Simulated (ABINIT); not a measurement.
# Quasiparticle gap of BeS (F-43m) in ABINIT, part 2 of 3

How does a plane-wave GW calculation on BeS (F-43m) run from the first input to the gap?

ABINIT 10.8.3; PBE and many-body steps on it, plane waves. Known limits of the many-body steps: not at the basis limit; coarse k mesh.

So far. Step 2 (Ground state): The gap is indirect, with the least direct gap 2.55 eV higher.

The database entry behind the starting cell differs from later determinations by our own check (0.1 to 0.3 % short, probably kX units), so it need not match the best structure at ambient conditions.

## 3. Bands along the symmetry lines

Level of this step: DFT, PBE, plane waves, norm-conserving pseudopotentials (ABINIT).

Levels along a band path, at the cheap level, show where the edges lie and whether the meshes to come will hold them.

run.abi reads:

```
acell 3*1.0 Angstrom
rprim 
  0.000000000000 2.425000000000 2.425000000000
  2.425000000000 -0.000000000000 2.425000000000
  2.425000000000 2.425000000000 -0.000000000000
ntypat 2
znucl 4 16
natom 2
typat 1 2
xred 
  0.000000000000 0.000000000000 0.000000000000
  0.250000000000 0.250000000000 0.250000000000
pp_dirpath "pseudos"
pseudos "Be.upf, S.upf"
ecut 38
iscf -2
irdden 1
kptopt 0
nkpt 50
kpt 
  0.00000000 0.00000000 0.00000000
  -0.06250000 -0.06250000 0.00000000
  -0.12500000 -0.12500000 0.00000000
  -0.18750000 -0.18750000 0.00000000
  -0.25000000 -0.25000000 0.00000000
  -0.31250000 -0.31250000 0.00000000
  -0.37500000 -0.37500000 0.00000000
  -0.43750000 -0.43750000 0.00000000
  -0.50000000 -0.50000000 0.00000000
  -0.48437500 -0.48437500 0.03125000
  -0.46875000 -0.46875000 0.06250000
  -0.45312500 -0.45312500 0.09375000
  -0.43750000 -0.43750000 0.12500000
  -0.42187500 -0.42187500 0.15625000
  -0.40625000 -0.40625000 0.18750000
  -0.39062500 -0.39062500 0.21875000
  -0.37500000 -0.37500000 0.25000000
  -0.37500000 0.00000000 0.37500000
  -0.32812500 0.00000000 0.32812500
  -0.28125000 0.00000000 0.28125000
  -0.23437500 0.00000000 0.23437500
  -0.18750000 0.00000000 0.18750000
  -0.14062500 0.00000000 0.14062500
  -0.09375000 0.00000000 0.09375000
  -0.04687500 0.00000000 0.04687500
  0.00000000 0.00000000 0.00000000
  0.00000000 0.00000000 0.06250000
  0.00000000 0.00000000 0.12500000
  0.00000000 0.00000000 0.18750000
  0.00000000 0.00000000 0.25000000
  0.00000000 0.00000000 0.31250000
  0.00000000 0.00000000 0.37500000
  0.00000000 0.00000000 0.43750000
  -0.00000000 -0.00000000 0.50000000
  -0.06250000 -0.03125000 0.46875000
  -0.12500000 -0.06250000 0.43750000
  -0.18750000 -0.09375000 0.40625000
  -0.25000000 -0.12500000 0.37500000
  -0.31250000 -0.15625000 0.34375000
  -0.37500000 -0.18750000 0.31250000
  -0.43750000 -0.21875000 0.28125000
  -0.50000000 -0.25000000 0.25000000
  -0.50000000 -0.28125000 0.21875000
  -0.50000000 -0.31250000 0.18750000
  -0.50000000 -0.34375000 0.15625000
  -0.50000000 -0.37500000 0.12500000
  -0.50000000 -0.40625000 0.09375000
  -0.50000000 -0.43750000 0.06250000
  -0.50000000 -0.46875000 0.03125000
  -0.50000000 -0.50000000 0.00000000
istwfk *1
nband 12
nbdbuf 2
tolwfr 1e-08
nstep 40
prtwf 0
prtvol 0
indata_prefix "in"
outdata_prefix "out"
tmpdata_prefix "tmp"
```

Launch:

```bash
$ OMP_NUM_THREADS=1 mpirun -n 4 abinit run.abi > log
```

Numbers of over 12 decimals in the logs are rounded to 6 here.

The program printed:

```text
.Version 10.8.3 of ABINIT. v10.8.2 released Aug 2026.

 Symmetries : space group F-4 3 m (#216); Bravais cF (face-center cubic)
[... echo of the input left out ...]
== DATASET  1 ==================================================================
-   mpi_nproc: 4, omp_nthreads: 1 (-1 if OMP is not activated)

--- !DatasetInfo
iteration_state: {dtset: 1, }
dimensions: {natom: 2, nkpt: 50, mband: 12, nsppol: 1, nspinor: 1, nspden: 1, mpw: 2180, }
cutoff_energies: {ecut:  38.0, pawecutdg:  -1.0, }
electrons: {nelect:   1.00000000E+01, charge:   0.00000000E+00, occopt:   1.00000000E+00, tsmear:   1.00000000E-02, }

 Real(R)+Recip(G) space primitive vectors, cartesian coordinates (Bohr,Bohr^-1):
 R(1)=  0.0000000  4.5825859  4.5825859  G(1)= -0.1091087  0.1091087  0.1091087
 R(2)=  4.5825859  0.0000000  4.5825859  G(2)=  0.1091087 -0.1091087  0.1091087
 R(3)=  4.5825859  4.5825859  0.0000000  G(3)=  0.1091087  0.1091087 -0.1091087
 Unit cell volume ucvol=  1.9246946E+02 bohr^3
 Angles (23,13,12)=  6.00000000E+01  6.00000000E+01  6.00000000E+01 degrees

 getcut: wavevector=  0.0000  0.0000  0.0000  ngfft=  36  36  36
         ecut(hartree)=     38.000   => boxcut(ratio)=   2.00180

--- Pseudopotential description ------------------------------------------------
- Be Generated using ONCVPSP code by D. R. Hamann
-  4.00000   4.00000  171031                  znucl, zion, pspdat
12 -101130 1 -1 1358                          pspcod,pspxc,lmax,lloc,mmax
     nproj     2     2     0
  pspatm : epsatm=    3.09777737
         --- l  ekb(1:nproj) -->
             0   -6.963791   -2.566656
             1   -2.597416   -0.573818
 pspatm: atomic psp has been read  and splines computed

- S Generated using ONCVPSP code by D. R. Hamann
- 16.00000   6.00000  171031                  znucl, zion, pspdat
12 -101130 2 -1 1146                          pspcod,pspxc,lmax,lloc,mmax
     nproj     2     2     2
  pspatm : epsatm=    9.01821529
         --- l  ekb(1:nproj) -->
             0    6.763951    0.574108
[...]
pspatm: atomic psp has been read  and splines computed

--------------------------------------------------------------------------------

================================================================================
 prteigrs : about to open file out_EIG
 Non-SCF case, kpt    1 (  0.00000  0.00000  0.00000), residuals and eigenvalues=
  5.03E-09  3.05E-09  1.37E-09  4.81E-09  6.29E-09  1.76E-09  2.63E-09  4.09E-09
  2.33E-09  4.48E-09  5.33E-09  1.71E-06
 -3.4963E+00 -3.6259E-01  1.4045E-01  1.4045E-01  1.4045E-01  3.4860E-01
  3.4860E-01  3.4860E-01  3.5691E-01  6.0540E-01  6.0540E-01  6.8921E-01
 Non-SCF case, kpt    2 ( -0.06250 -0.06250  0.00000), residuals and eigenvalues=
  2.80E-09  7.91E-09  3.81E-09  9.03E-09  9.62E-09  9.61E-09  3.35E-09  6.05E-09
  1.96E-09  4.30E-09  9.13E-09  4.83E-07
 -3.4963E+00 -3.6040E-01  1.3025E-01  1.3428E-01  1.3428E-01  3.4211E-01
[...]
Non-SCF case, kpt    3 ( -0.12500 -0.12500  0.00000), residuals and eigenvalues=
  7.04E-09  1.85E-09  4.99E-09  3.28E-09  4.45E-09  2.59E-09  2.36E-09  3.84E-09
  2.06E-09  4.54E-09  9.82E-09  1.06E-06
[...]
Non-SCF case, kpt   49 ( -0.50000 -0.46875  0.03125), residuals and eigenvalues=
[...]
Non-SCF case, kpt   50 ( -0.50000 -0.50000  0.00000), residuals and eigenvalues=
[...]
-3.4963E+00 -2.8364E-01 -4.3696E-02  4.3492E-02  4.3492E-02  2.5487E-01
  3.2119E-01  6.0865E-01  6.0865E-01  7.1239E-01  7.2915E-01  7.5343E-01

--- !ResultsGS
iteration_state: {dtset: 1, }
comment   : Summary of ground state results
lattice_vectors:
- [  0.0000000,   4.5825859,   4.5825859, ]
- [  4.5825859,  -0.0000000,   4.5825859, ]
- [  4.5825859,   4.5825859,  -0.0000000, ]
lattice_lengths: [   6.48076,    6.48076,    6.48076, ]
lattice_angles: [ 60.000,  60.000,  60.000, ] # degrees, (23, 13, 12)
lattice_volume:   1.9246946E+02
convergence: {deltae:  0.000E+00, res2:  0.000E+00, residm:  9.989E-09, diffor:  0.000E+00, }
etotal    :  -2.50699179E+01
entropy   :   0.00000000E+00
fermie    :   1.40452550E-01
cartesian_stress_tensor: null
pressure_GPa: null
xred      :
- [  0.0000E+00,   0.0000E+00,   0.0000E+00, Be]
- [  2.5000E-01,   2.5000E-01,   2.5000E-01,  S]
cartesian_forces: null
force_length_stats: {min: null, max: null, mean: null, }

 Integrated electronic density in atomic spheres:
 ------------------------------------------------
 Atom  Sphere_radius  Integrated_density
[...]
================================================================================

 ----iterations are completed or convergence reached----

 Mean square residual over all n,k,spin=   46.529E-10; max=  99.888E-10
 reduced coordinates (array xred) for    2 atoms
       0.000000000000      0.000000000000      0.000000000000
       0.250000000000      0.250000000000      0.250000000000

 cartesian coordinates (angstrom) at end:
[...]
length scales=  1.889726125908  1.889726125908  1.889726125908 bohr
              =  1.000000000000  1.000000000000  1.000000000000 angstroms
 prteigrs : about to open file out_EIG
 Eigenvalues (hartree) for nkpt=  50  k points:
 kpt#   1, nband= 12, wtk=  1.00000, kpt=  0.0000  0.0000  0.0000 (reduced coord)
[...]
kpt#   2, nband= 12, wtk=  1.00000, kpt= -0.0625 -0.0625  0.0000 (reduced coord)
[...]
kpt#   3, nband= 12, wtk=  1.00000, kpt= -0.1250 -0.1250  0.0000 (reduced coord)
[...]
kpt#  49, nband= 12, wtk=  1.00000, kpt= -0.5000 -0.4687  0.0313 (reduced coord)
  -3.49633   -0.28357   -0.04313    0.04219    0.04231    0.25804    0.32376    0.60522
   0.60548    0.70512    0.71640    0.75108
 kpt#  50, nband= 12, wtk=  1.00000, kpt= -0.5000 -0.5000  0.0000 (reduced coord)
  -3.49633   -0.28364   -0.04370    0.04349    0.04349    0.25487    0.32119    0.60865
   0.60865    0.71239    0.72915    0.75343

== END DATASET(S) ==============================================================
================================================================================

 -outvars: echo values of variables after computation  --------
            nband          12
             nkpt          50
          spgroup         216
 [... the other variables as echoed above ...]

 Calculation completed.
```

Wall time 6.1 s (4 MPI ranks of Arm Neoverse V1, shared host); peak memory 0.26 GiB; 24 s of CPU time.

This step gave:

- gap: 3.114 eV
- k of the valence top: 0, 0, 0
- k of the conduction bottom: -0.5, -0.5, 0
- least direct gap: 5.655 eV

The gap is 3.114 eV, as in the run before at this level.

Electronic bands along the path, in eV, zero at the top of the highest filled band; v1 is the highest filled band, c1 the lowest empty one:

| point | v4 | v3 | v2 | v1 | c1 | c2 | c3 | c4 |
| --- | --- | --- | --- | --- | --- | --- | --- | --- |
| Γ | -13.69 | 0.00 | 0.00 | 0.00 | 5.66 | 5.66 | 5.66 | 5.89 |
| halfway | -12.80 | -2.73 | -1.61 | -1.61 | 4.45 | 6.60 | 8.69 | 8.69 |
| X | -11.54 | -5.01 | -2.64 | -2.64 | 3.11 | 4.92 | 12.74 | 12.74 |
| halfway | -11.53 | -4.89 | -3.19 | -2.52 | 3.64 | 5.54 | 11.99 | 12.28 |
| U | -11.55 | -4.55 | -4.09 | -2.19 | 4.36 | 7.50 | 10.53 | 11.34 |
| jump to K | -11.55 | -4.55 | -4.09 | -2.19 | 4.36 | 7.50 | 10.53 | 11.34 |
| halfway | -12.73 | -3.52 | -2.14 | -0.59 | 6.32 | 6.89 | 7.23 | 8.66 |
| Γ | -13.69 | 0.00 | 0.00 | 0.00 | 5.66 | 5.66 | 5.66 | 5.89 |
| halfway | -13.02 | -3.30 | -0.60 | -0.60 | 5.56 | 6.56 | 6.56 | 9.27 |
| L | -12.08 | -5.78 | -1.03 | -1.03 | 5.48 | 6.55 | 6.55 | 11.22 |
| halfway | -11.81 | -5.25 | -2.77 | -1.84 | 6.09 | 6.58 | 9.11 | 10.48 |
| W | -11.49 | -4.24 | -3.86 | -3.34 | 6.46 | 8.08 | 8.44 | 8.84 |
| halfway | -11.51 | -4.77 | -3.12 | -3.02 | 4.35 | 5.95 | 11.09 | 11.35 |
| X | -11.54 | -5.01 | -2.64 | -2.64 | 3.11 | 4.92 | 12.74 | 12.74 |

The electronic bands as a text plot (rows in eV, shown from -8.0 to 9.1 only):

```
    8.8 |     ++            +++++                     +  +++
    8.0 |                     ++ ++        +         +   ++
    7.3 |  +++            +   +++  ++    ++         +   +  ++
    6.6 | +++ ++         +      ++++++  +  +++++++++++++ ++
    5.9 |++     ++      +     ++ ++++++++++++     +++++++  +++
    5.2 | ++++    ++++++   +++               +++++            +++
    4.5 |     ++         ++                                  +
    3.8 |       +++    ++                                     ++
    3.1 |          ++++                                         +
    2.3 |
    1.6 |
    0.9 |
    0.2 |*                         ******
   -0.5 | ***                   ******  *******
   -1.2 |  ***              **** ****    **    *******
   -1.9 |    *****       ***    *          *        ****
   -2.7 |     **  *******     ** **                   * *     ***
   -3.4 |       **     **   **  *           *          *******
   -4.1 |         *      ***  **             **          ***
   -4.8 |          ***********                 *       **   *****
   -5.5 |                                       *******
   -6.2 |
   -6.9 |
   -7.6 |
         Γ           X  U|K            Γ         L        W     X
```

## 4. Empty states on the mesh, 4×4×4 mesh, 30 bands

The sums over transitions need many empty states on a uniform mesh; this step solves for them.

run.abi reads:

```
acell 3*1.0 Angstrom
rprim 
  0.000000000000 2.425000000000 2.425000000000
  2.425000000000 -0.000000000000 2.425000000000
  2.425000000000 2.425000000000 -0.000000000000
ntypat 2
znucl 4 16
natom 2
typat 1 2
xred 
  0.000000000000 0.000000000000 0.000000000000
  0.250000000000 0.250000000000 0.250000000000
pp_dirpath "pseudos"
pseudos "Be.upf, S.upf"
ecut 38
ngkpt 4 4 4
nshiftk 1
shiftk 0 0 0
kptopt 1
chksymbreak 0
iscf -2
irdden 1
istwfk *1
nband 30
nbdbuf 4
tolwfr 1e-09
nstep 60
prtvol 0
indata_prefix "in"
outdata_prefix "out"
tmpdata_prefix "tmp"
```

The program printed:

```text
.Version 10.8.3 of ABINIT. v10.8.2 released Aug 2026.

 Symmetries : space group F-4 3 m (#216); Bravais cF (face-center cubic)
[... echo of the input left out ...]
== DATASET  1 ==================================================================
-   mpi_nproc: 4, omp_nthreads: 1 (-1 if OMP is not activated)

--- !DatasetInfo
iteration_state: {dtset: 1, }
dimensions: {natom: 2, nkpt: 8, mband: 30, nsppol: 1, nspinor: 1, nspden: 1, mpw: 2180, }
cutoff_energies: {ecut:  38.0, pawecutdg:  -1.0, }
electrons: {nelect:   1.00000000E+01, charge:   0.00000000E+00, occopt:   1.00000000E+00, tsmear:   1.00000000E-02, }

 Real(R)+Recip(G) space primitive vectors, cartesian coordinates (Bohr,Bohr^-1):
 R(1)=  0.0000000  4.5825859  4.5825859  G(1)= -0.1091087  0.1091087  0.1091087
 R(2)=  4.5825859  0.0000000  4.5825859  G(2)=  0.1091087 -0.1091087  0.1091087
 R(3)=  4.5825859  4.5825859  0.0000000  G(3)=  0.1091087  0.1091087 -0.1091087
 Unit cell volume ucvol=  1.9246946E+02 bohr^3
 Angles (23,13,12)=  6.00000000E+01  6.00000000E+01  6.00000000E+01 degrees

 getcut: wavevector=  0.0000  0.0000  0.0000  ngfft=  36  36  36
         ecut(hartree)=     38.000   => boxcut(ratio)=   2.00180

--- Pseudopotential description ------------------------------------------------
- Be Generated using ONCVPSP code by D. R. Hamann
-  4.00000   4.00000  171031                  znucl, zion, pspdat
12 -101130 1 -1 1358                          pspcod,pspxc,lmax,lloc,mmax
     nproj     2     2     0
  pspatm : epsatm=    3.09777737
         --- l  ekb(1:nproj) -->
             0   -6.963791   -2.566656
             1   -2.597416   -0.573818
 pspatm: atomic psp has been read  and splines computed

- S Generated using ONCVPSP code by D. R. Hamann
- 16.00000   6.00000  171031                  znucl, zion, pspdat
12 -101130 2 -1 1146                          pspcod,pspxc,lmax,lloc,mmax
     nproj     2     2     2
  pspatm : epsatm=    9.01821529
         --- l  ekb(1:nproj) -->
             0    6.763951    0.574108
[...]
pspatm: atomic psp has been read  and splines computed

--------------------------------------------------------------------------------

================================================================================
 prteigrs : about to open file out_EIG
 Non-SCF case, kpt    1 (  0.00000  0.00000  0.00000), residuals and eigenvalues=
  8.25E-11  9.11E-11  2.47E-10  8.42E-10  8.55E-10  1.03E-10  2.13E-10  6.12E-10
  1.41E-10  7.81E-11  3.38E-10  6.91E-10  4.18E-11  1.02E-10  7.95E-10  8.05E-10
  1.61E-10  2.08E-10  3.83E-10  4.14E-10  4.44E-10  1.77E-10  7.70E-10  3.33E-10
  8.98E-10  3.14E-10  7.66E-10  8.08E-05  7.01E-04  1.51E-04
 -3.4963E+00 -3.6259E-01  1.4045E-01  1.4045E-01  1.4045E-01  3.4860E-01
  3.4860E-01  3.4860E-01  3.5691E-01  6.0540E-01  6.0540E-01  6.8921E-01
  7.4886E-01  7.4886E-01  7.4886E-01  9.3957E-01  1.1893E+00  1.1893E+00
  1.1893E+00  1.3611E+00  1.3611E+00  1.3611E+00  1.4033E+00  1.4033E+00
  1.6207E+00  1.6207E+00  1.6207E+00  1.9595E+00  1.9654E+00  1.9690E+00
 prteigrs : prtvol=0 or 1, do not print more k-points.

--- !ResultsGS
iteration_state: {dtset: 1, }
comment   : Summary of ground state results
lattice_vectors:
- [  0.0000000,   4.5825859,   4.5825859, ]
- [  4.5825859,  -0.0000000,   4.5825859, ]
- [  4.5825859,   4.5825859,  -0.0000000, ]
lattice_lengths: [   6.48076,    6.48076,    6.48076, ]
lattice_angles: [ 60.000,  60.000,  60.000, ] # degrees, (23, 13, 12)
lattice_volume:   1.9246946E+02
convergence: {deltae:  0.000E+00, res2:  0.000E+00, residm:  9.685E-10, diffor:  0.000E+00, }
etotal    :  -2.50699179E+01
entropy   :   0.00000000E+00
fermie    :   1.40452550E-01
cartesian_stress_tensor: null
pressure_GPa: null
xred      :
- [  0.0000E+00,   0.0000E+00,   0.0000E+00, Be]
- [  2.5000E-01,   2.5000E-01,   2.5000E-01,  S]
cartesian_forces: null
force_length_stats: {min: null, max: null, mean: null, }

 Integrated electronic density in atomic spheres:
 ------------------------------------------------
 Atom  Sphere_radius  Integrated_density
[...]
================================================================================

 ----iterations are completed or convergence reached----

 Mean square residual over all n,k,spin=   33.961E-11; max=  96.851E-11
 reduced coordinates (array xred) for    2 atoms
       0.000000000000      0.000000000000      0.000000000000
       0.250000000000      0.250000000000      0.250000000000

 cartesian coordinates (angstrom) at end:
    1      0.000000     0.000000     0.000000
    2      1.212500     1.212500     1.212500
 length scales=  1.889726125908  1.889726125908  1.889726125908 bohr
              =  1.000000000000  1.000000000000  1.000000000000 angstroms
 prteigrs : about to open file out_EIG
 Eigenvalues (hartree) for nkpt=   8  k points:
 kpt#   1, nband= 30, wtk=  0.01563, kpt=  0.0000  0.0000  0.0000 (reduced coord)
  -3.49631   -0.36259    0.14045    0.14045    0.14045    0.34860    0.34860    0.34860
   0.35691    0.60540    0.60540    0.68921    0.74886    0.74886    0.74886    0.93957
   1.18935    1.18935    1.18935    1.36106    1.36106    1.36106    1.40327    1.40327
   1.62066    1.62066    1.62066    1.95955    1.96542    1.96900
 prteigrs : prtvol=0 or 1, do not print more k-points.

== END DATASET(S) ==============================================================
================================================================================

 -outvars: echo values of variables after computation  --------
            nband          30
             nkpt           8
          spgroup         216
 [... the other variables as echoed above ...]

 Calculation completed.
```

Elapsed: 3.4 s, on 4 MPI ranks; peak memory 0.25 GiB.

This step gave:

| Quantity | Value |
| --- | --- |
| gap | 3.114 eV |
| k of the valence top | 0, 0, 0 |
| k of the conduction bottom | 0.5, 0.5, 0 |
| least direct gap | 5.664 eV |
| k points computed | 8 |
| lowest point of the top converged band, above the valence top | 37.24 eV |

On this mesh the gap is 3.114 eV.

[end of part 2 of 3]

[Paths, hosts, dates, memory and timing lines, banners, echoed tables and standing remarks are left out of the program output.]

[Logs are printed without paths, hosts, clocks, repeated set-up lines and the standing remarks that a program may print on its own settings, such as how far it seeks lower states.]

[Runs of the session that timed out or met a known fault of the program may be left out.]

[Hosts, paths, dates, database ids (printed as entryN), source tags and the programs' standing remarks are cut or masked in the printed files.]

[G0W0 gaps are taken among the corrected bands and points alone; a level outside them can change the order at an edge.]

[Where Ansatz stands beside ABINIT at settings called matched, ABINIT's density can come from a denser mesh and the files from another edition; pairs whose starting gaps differed by over 0.03 eV were left out, so agreement reads better than it is.]
